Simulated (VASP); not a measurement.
# FeSi (P2_13) in VASP: reference runs

Reference runs on FeSi: the cell as given.

Program: VASP 6.6.1. These are calculated values, not measurements. Logs are shortened: lines on timing, memory, paths and dates and some standing lists are left out, and cuts for length are marked.

### 1 The structure

It takes space group P2_13 (No. 198, cubic). The conventional cell has a = 4.551 Å, b = 4.551 Å, c = 4.551 Å, α = 90.00°, β = 90.00°, γ = 90.00°. Fe (site symmetry 3) is surrounded by 7 Si at 2.32 to 2.55 Å. Around Si (site symmetry 3) lie 7 Fe at 2.32 to 2.55 Å.

### 2 Single point, PBEsol, collinear spin, ferromagnetic start

INCAR reads:

```
SYSTEM = FeSi
  PREC = Accurate
  ENCUT = 520
  EDIFF = 1E-7
  ISMEAR = -1
  SIGMA = 0.05
  LREAL = .FALSE.
  LASPH = .TRUE.
  NELM = 120
  ALGO = Normal
  ISIF = 2
  LWAVE = .FALSE.
  LCHARG = .FALSE.
  ISPIN = 2
  MAGMOM = 3 3 3 3 0 0 0 0
  LORBIT = 11
  LMAXMIX = 4
  GGA = PS
  NBANDS = 38
  KPAR = 2
```

KPOINTS reads:

```
Automatic mesh
0
G
  6 6 6
  0 0 0
```

POSCAR reads:

```
FeSi
1.0
    4.5507000000      0.0000000000      0.0000000000
    0.0000000000      4.5507000000      0.0000000000
    0.0000000000      0.0000000000      4.5507000000
Fe Si
4 4
Direct
    0.8634800000      0.6365200000      0.3634800000
    0.6365200000      0.3634800000      0.8634800000
    0.3634800000      0.8634800000      0.6365200000
    0.1365200000      0.1365200000      0.1365200000
    0.1576000000      0.3424000000      0.6576000000
    0.3424000000      0.6576000000      0.1576000000
    0.6576000000      0.1576000000      0.3424000000
    0.8424000000      0.8424000000      0.8424000000
```

Potentials or basis: VASP PAW PBE potentials, release 64 (Fe, Si).

Run with:

```bash
$ cat potpaw_PBE.64/Fe/POTCAR potpaw_PBE.64/Si/POTCAR > POTCAR
$ mpirun -np 2 vasp_std > vasp.out
```

OUTCAR:

```text
SYSTEM = FeSi
   PREC = Accurate
   ENCUT = 520
   EDIFF = 1E-7
   ISMEAR = -1
   LREAL = .FALSE.
   LASPH = .TRUE.
   NELM = 120
   ISIF = 2
   ISPIN = 2
   LORBIT = 11
   GGA = PS

 ion  position               nearest neighbor table
   1  0.863  0.637  0.363-   5 2.32   6 2.37   7 2.37   8 2.37   7 2.55   8 2.55   6 2.55   2 2.79
                             2 2.79   3 2.79   4 2.79   3 2.79   4 2.79
   2  0.637  0.363  0.863-   6 2.32   5 2.37   7 2.37   8 2.37   5 2.55   7 2.55   8 2.55   1 2.79
                             1 2.79   3 2.79   3 2.79   4 2.79   4 2.79
   3  0.363  0.863  0.637-   7 2.32   6 2.37   5 2.37   8 2.37   6 2.55   5 2.55   8 2.55   1 2.79
                             4 2.79   2 2.79   2 2.79   1 2.79   4 2.79
   4  0.137  0.137  0.137-   8 2.32   6 2.37   7 2.37   5 2.37   6 2.55   5 2.55   7 2.55   2 2.79
                             3 2.79   1 2.79   3 2.79   1 2.79   2 2.79
   5  0.158  0.342  0.658-   1 2.32   2 2.37   3 2.37   4 2.37   3 2.55   4 2.55   2 2.55   8 2.82
                             6 2.82   6 2.82   8 2.82   7 2.82   7 2.82
   6  0.342  0.658  0.158-   2 2.32   1 2.37   3 2.37   4 2.37   1 2.55   3 2.55   4 2.55   8 2.82
                             5 2.82   5 2.82   7 2.82   7 2.82   8 2.82
   7  0.658  0.158  0.342-   3 2.32   2 2.37   1 2.37   4 2.37   2 2.55   1 2.55   4 2.55   8 2.82
                             8 2.82   5 2.82   6 2.82   6 2.82   5 2.82
   8  0.842  0.842  0.842-   4 2.32   2 2.37   3 2.37   1 2.37   2 2.55   1 2.55   3 2.55   5 2.82
                             6 2.82   7 2.82   7 2.82   5 2.82   6 2.82

  LATTYP: Found a simple cubic cell.
 ALAT       =     4.5507000000

  Lattice vectors:

 A1 = (   4.5507000000,   0.0000000000,   0.0000000000)
 A2 = (   0.0000000000,   4.5507000000,   0.0000000000)
 A3 = (   0.0000000000,   0.0000000000,   4.5507000000)

Analysis of symmetry for initial positions (statically):
=====================================================================
 Subroutine PRICEL returns:
 Original cell was already a primitive cell.

 Routine SETGRP: Setting up the symmetry group for a
 simple cubic supercell.

 Subroutine GETGRP returns: Found 12 space group operations
 (whereof  3 operations were pure point group operations)
 out of a pool of 48 trial point group operations.

The static configuration has the point symmetry C_3 .
 The point group associated with its full space group is T   .

Analysis of symmetry for dynamics (positions and initial velocities):
=====================================================================
 Subroutine PRICEL returns:
 Original cell was already a primitive cell.

 Routine SETGRP: Setting up the symmetry group for a
 simple cubic supercell.

 Subroutine GETGRP returns: Found 12 space group operations
 (whereof  3 operations were pure point group operations)
 out of a pool of 48 trial point group operations.

The dynamic configuration has the point symmetry C_3 .
 The point group associated with its full space group is T   .

[... 178 lines left out ...]
 cond. band min:       8.8670431023   @ k =   0.3333   0.3333   0.1667
 fundamental gap:      0.0103241903
 Fermi energy:         8.8593320124

 spin component 1

 k-point     1 :       0.0000    0.0000    0.0000
  band No.  band energies     occupation
      1      -3.9293      1.00000
      2       1.1688      1.00000
      3       1.1688      1.00000
      4       1.1688      1.00000
      5       3.9065      1.00000
      6       3.9065      1.00000
[... 925 lines left out ...]
     35      14.4767      0.00000
     36      14.4767      0.00000
 Fermi energy:         8.8593320124

 spin component 2

 k-point     1 :       0.0000    0.0000    0.0000
  band No.  band energies     occupation
      1      -3.9617      1.00000
      2       1.1933      1.00000
      3       1.1933      1.00000
      4       1.1933      1.00000
      5       4.0361      1.00000
      6       4.0361      1.00000
[... 925 lines left out ...]
     35      14.6374      0.00000
     36      14.6374      0.00000
 [bands above 36 left out]

------------------------ aborting loop because EDIFF is reached ----------------------------------------

  FORCE on cell =-STRESS in cart. coord.  units (eV):
  Direction    XX          YY          ZZ          XY          YZ          ZX
  --------------------------------------------------------------------------------------
  -------------------------------------------------------------------------------------
  Total       -9.6768754     -9.6768754     -9.6768754      0.0000000     -0.0000000      0.0000000
  in kB     -164.5171255   -164.5171255   -164.5171255      0.0000000     -0.0000000      0.0000000
  external PRESSURE =    -164.5171255 kB  Pullay stress =       0.0000000 kB

 VOLUME and BASIS-vectors are now :
 -----------------------------------------------------------------------------
  energy-cutoff  :      520.00
  volume of cell :       94.24
      direct lattice vectors                 reciprocal lattice vectors
     4.550700000  0.000000000  0.000000000     0.219746413  0.000000000  0.000000000
     0.000000000  4.550700000  0.000000000     0.000000000  0.219746413  0.000000000
     0.000000000  0.000000000  4.550700000     0.000000000  0.000000000  0.219746413

 POSITION                                       TOTAL-FORCE (eV/Angst)
 -----------------------------------------------------------------------------------
      3.92944      2.89661      1.65409         0.030895     -0.030895      0.030895
      2.89661      1.65409      3.92944        -0.030895      0.030895      0.030895
      1.65409      3.92944      2.89661         0.030895      0.030895     -0.030895
      0.62126      0.62126      0.62126        -0.030895     -0.030895     -0.030895
      0.71719      1.55816      2.99254        -0.030252      0.030252     -0.030252
      1.55816      2.99254      0.71719         0.030252     -0.030252     -0.030252
      2.99254      0.71719      1.55816        -0.030252     -0.030252      0.030252
      3.83351      3.83351      3.83351         0.030252      0.030252      0.030252
 -----------------------------------------------------------------------------------
    total drift:                               -0.000000     -0.000000      0.000000

  FREE ENERGIE OF THE ION-ELECTRON SYSTEM (eV)
  ---------------------------------------------------
  free  energy   TOTEN  =       -63.2643946402 eV

  energy  without entropy=      -63.1998807852  energy(sigma->0) =      -63.23213771

 total charge

# of ion       s       p       d       tot
------------------------------------------
    1        0.415   0.579   6.490   7.484
    2        0.415   0.579   6.490   7.484
    3        0.415   0.579   6.490   7.484
    4        0.415   0.579   6.490   7.484
    5        0.736   0.858   0.000   1.595
    6        0.736   0.858   0.000   1.595
    7        0.736   0.858   0.000   1.595
    8        0.736   0.858   0.000   1.595
--------------------------------------------------
tot          4.606   5.750  25.958  36.314

 magnetization (x)

# of ion       s       p       d       tot
------------------------------------------
    1       -0.000  -0.001   0.986   0.984
    2       -0.000  -0.001   0.986   0.984
    3       -0.000  -0.001   0.986   0.984
    4       -0.000  -0.001   0.986   0.984
    5       -0.011  -0.033   0.000  -0.044
    6       -0.011  -0.033   0.000  -0.044
    7       -0.011  -0.033   0.000  -0.044
    8       -0.011  -0.033   0.000  -0.044
--------------------------------------------------
tot         -0.046  -0.138   3.945   3.760
```

OSZICAR:

```text
N       E                     dE             d eps       ncg     rms          rms(c)
DAV:   1     0.334177679333E+03    0.33418E+03   -0.19421E+04  3648   0.138E+03
DAV:   2    -0.418316616143E+02   -0.37601E+03   -0.35522E+03  3648   0.329E+02
DAV:   3    -0.686120202880E+02   -0.26780E+02   -0.24853E+02  4154   0.104E+02
DAV:   4    -0.698069975686E+02   -0.11950E+01   -0.11821E+01  5102   0.201E+01
DAV:   5    -0.698376623236E+02   -0.30665E-01   -0.30651E-01  4838   0.303E+00    0.330E+01
DAV:   6    -0.770978673156E+02   -0.72602E+01   -0.11232E+02  5256   0.132E+02    0.357E+01
DAV:   7    -0.633093359387E+02    0.13789E+02   -0.49591E+01  4470   0.961E+01    0.818E+00
DAV:   8    -0.633970844405E+02   -0.87749E-01   -0.39230E+00  4364   0.101E+01    0.359E+00
DAV:   9    -0.632786469022E+02    0.11844E+00   -0.26143E-01  5410   0.561E+00    0.184E+00
DAV:  10    -0.632681501851E+02    0.10497E-01   -0.16193E-02  5104   0.891E-01    0.829E-01
DAV:  11    -0.632636225677E+02    0.45276E-02   -0.48981E-03  4904   0.450E-01    0.343E-01
DAV:  12    -0.632638857340E+02   -0.26317E-03   -0.78846E-04  5246   0.268E-01    0.218E-01
DAV:  13    -0.632643499000E+02   -0.46417E-03   -0.10150E-03  5746   0.379E-01    0.185E-01
DAV:  14    -0.632643895741E+02   -0.39674E-04   -0.80551E-04  5720   0.319E-01    0.604E-02
DAV:  15    -0.632643937795E+02   -0.42054E-05   -0.13327E-04  4798   0.118E-01    0.243E-02
DAV:  16    -0.632643942724E+02   -0.49286E-06   -0.53547E-06  4948   0.204E-02    0.106E-02
DAV:  17    -0.632643945552E+02   -0.28285E-06   -0.29386E-07  3238   0.466E-03    0.373E-03
DAV:  18    -0.632643946402E+02   -0.84957E-07   -0.11009E-07  2178   0.342E-03
   1 F= -.63264395E+02 E0= -.63232138E+02  d E =-.645139E-01  mag=     3.5964
```

Run time: 44 s. Hardware: 2 MPI ranks of Intel Xeon 6975P-C (Granite Rapids), shared host; peak memory 0.3 GiB.

What came out:

| Quantity | Value |
| --- | --- |
| Free energy | -63.2644 eV |
| Pressure | -16.5 GPa |
| Largest force | 0.054 eV/Å |
| Band gap on the k mesh | none (metal or under the smearing width) |
| Net moment | 3.60 μB per cell |
| Site moments | Fe +0.98; Si -0.04 μB |
| Valence electrons inside the program's atomic spheres | Fe 7.48; Si 1.59 |

Forces in eV/Å, atoms in the order of the input:
```
Fe   0.031 -0.031  0.031
Fe  -0.031  0.031  0.031
Fe   0.031  0.031 -0.031
Fe  -0.031 -0.031 -0.031
Si  -0.030  0.030 -0.030
Si   0.030 -0.030 -0.030
Si  -0.030 -0.030  0.030
Si   0.030  0.030  0.030
```

Levels at points of the mesh, in eV from the Fermi level:
Spin up:
| k point | band 23 | band 24 | band 25 | band 26 | band 27 | band 28 | band 29 | band 30 |
| --- | --- | --- | --- | --- | --- | --- | --- | --- |
| (0.00, 0.00, 0.00) | -0.66 | -0.66 | 0.07 | 0.07 | 0.07 | 2.50 | 2.50 | 2.50 |
| (0.50, 0.00, 0.00) | -0.54 | -0.54 | -0.35 | -0.35 | 1.15 | 1.15 | 1.51 | 1.51 |
| (0.50, 0.50, 0.00) | -0.89 | -0.89 | 0.11 | 0.11 | 0.65 | 0.65 | 2.09 | 2.09 |
| (0.50, 0.50, 0.50) | -0.99 | -0.99 | -0.12 | -0.12 | -0.12 | -0.12 | 5.12 | 5.12 |
Spin down:
```csv
k point,band 19,band 20,band 21,band 22,band 23,band 24,band 25,band 26
"(0.00, 0.00, 0.00)",-1.56,0.09,0.09,0.09,0.30,0.30,1.08,1.08
"(0.50, 0.00, 0.00)",-0.75,-0.75,-0.01,-0.01,0.32,0.32,0.65,0.65
"(0.50, 0.50, 0.00)",-0.75,-0.75,-0.61,-0.61,0.02,0.02,1.01,1.01
"(0.50, 0.50, 0.50)",-0.36,-0.36,-0.24,-0.24,-0.24,-0.24,0.89,0.89
```

Caveat: so large a pressure means that the cell lies far from this level's equilibrium, or that cutoff or potentials fall short; the potentials were made for another functional, which shifts forces and pressure.
